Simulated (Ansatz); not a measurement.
# MoS2: band gap under strain

How does strain move the band edges of a free-standing 2H monolayer of MoS2, and do the functionals agree on it? States: no strain; -4.0 % strain along x alone; -3.0 % strain along x alone.

The runs shown are made with Ansatz 0.2.0. PAW datasets, plane waves. The values are computed, spin-unpolarised, and not measurements.

## Step 1: The structure to begin with

The unstrained cell was relaxed with r2SCAN; in each strained cell the atoms were relaxed again with r2SCAN. Names of k-points are those of the unstrained zone, where strain can split equivalent points. First state: no strain.

In-plane lattice: a = 3.184 Å, b = 3.184 Å, γ = 120.0°; thickness between the outer nuclei 3.10 Å. Near Mo stand 6 S at 2.41 Å; near S stand 3 Mo at 2.41 Å.

Coordinates:

```xyz
3
Lattice="3.1839 0.0000 0.0000 -1.5919 2.7573 0.0000 0.0000 0.0000 30.5725" Properties=species:S:1:pos:R:3 pbc="T T F"
Mo    0.0000    1.8382    9.0000
S     1.5919    0.9191   10.5524
S     1.5919    0.9191    7.4476
```
Two periodic directions, a and b.

## Step 2: No strain: PBE

input.yaml

```yaml
crystal:
  lattice:
    - [3.1838699128, 0.0, 0.0]
    - [-1.5919349564, 2.7573122269, 0.0]
    - [0.0, 0.0, 30.5725179208]
  atoms:
    - { symbol: Mo, position: [0.3333333333, 0.6666666667, 0.2943820337] }
    - { symbol: S, position: [0.6666666667, 0.3333333333, 0.3451609465] }
    - { symbol: S, position: [0.6666666667, 0.3333333333, 0.2436031209] }
  periodic: [true, true, false]
kpoints:
  mp_grid: { grid: [12, 12, 1] }
  band_path:
    path: [[0.0, 0.0, 0.0], [0.5, 0.0, 0.0], [0.3333333333, 0.3333333333, 0.0]]
    npoints: 1
hamiltonian:
  xc: pbe
scf:
  occupations: { method: fermi_dirac, width: 0.02 }
  n_extra_bands: 4
output:
  forces: true
  stress: true
  eigenvalues: true
```

The run is started by

```
> ansatz run input.yaml --threads 2 --pin off --max-ram 20275MiB --backend cpu --events-out ev --progress --plain --runs-dir out
```

The runs that follow: No strain: r2SCAN; No strain: HSE06; No strain: r2SCAN+SOC; -4.0 % strain along x alone: PBE; -4.0 % strain along x alone: r2SCAN; -4.0 % strain along x alone: HSE06; -4.0 % strain along x alone: r2SCAN+SOC; -3.0 % strain along x alone: PBE; -3.0 % strain along x alone: r2SCAN; -3.0 % strain along x alone: HSE06; -3.0 % strain along x alone: r2SCAN+SOC.

What does the calculation give?

**Answer**, as computed:

Least gap in eV (negative: overlap), with the change from the unstrained cell in brackets:

```
                      state  area change (%)           PBE        r2SCAN         HSE06
                  no strain             +0.0          1.59          1.67          2.11
-4.0 % strain along x alone             -4.0  1.86 (+0.27)  2.00 (+0.33)  2.39 (+0.28)
-3.0 % strain along x alone             -3.0  1.83 (+0.24)  1.94 (+0.27)  2.32 (+0.21)
```

**Reading.** The largest move of the HSE06 gap in the table is +0.287 eV, under -4.0 % strain along x alone. PBE and HSE06 differ by 0.51 eV on the unstrained gap, and by at most 0.02 eV on its change: the two disagree on the size of the gap but agree on its response to strain.
